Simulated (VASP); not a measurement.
Input of a VASP 6.6.1 run:

INCAR

```
SYSTEM = MnS
  PREC = Accurate
  ENCUT = 520
  EDIFF = 1E-7
  ISMEAR = 0
  SIGMA = 0.05
  LREAL = .False.
  LASPH = .True.
  NELM = 150
  ALGO = Normal
  ISIF = 2
  LWAVE = .False.
  LCHARG = .False.
  ISPIN = 2
  MAGMOM = 4.79 -4.79 0 0
  LORBIT = 11
  LMAXMIX = 4
  LDAU = .True.
  LDAUTYPE = 2
  LDAUL = 2 -1
  LDAUU = 6 0
  LDAUJ = 0 0
  LDAUPRINT = 1
  GGA = PE
  NBANDS = 31
```

The input KPOINTS:

```
regular mesh
0
Gamma
  6 6 6
  0 0 0
```

POSCAR

```
MnS
1.0
    0.0000000000      2.8000000000      2.8000000000
    5.6000000000      2.8000000000      2.8000000000
    5.6000000000      5.6000000000      0.0000000000
Mn S
2 2
Direct
    0.0000000000      0.0000000000      0.0000000000
    0.0000000000      0.0000000000      0.5000000000
    0.7500000000      0.7500000000      0.0000000000
    0.7500000000      0.7500000000      0.5000000000
```

Potentials or basis: VASP PAW PBE potentials, release 64 (Mn_pv, S).

The run is started by

```bash
$ cat potpaw_PBE.64/Mn_pv/POTCAR potpaw_PBE.64/S/POTCAR > POTCAR
$ mpirun -np 1 vasp_std > vasp.out
```

Task: Predict the site moments.

Result: Mn +4.59, -4.59; S +0.00 μB.

Task: What does it give for the band gap on the k mesh?

Result: 2.90 eV.

Task: Estimate the net moment.

Result: 0.00 μB per cell.

Stress tensor (GPa, compression positive):
```
5.07 0.00 0.00
0.00 5.39 0.00
0.00 0.00 5.39
```

A k mesh can miss the band edges. The state reached can hang on the start; a lower one may exist.
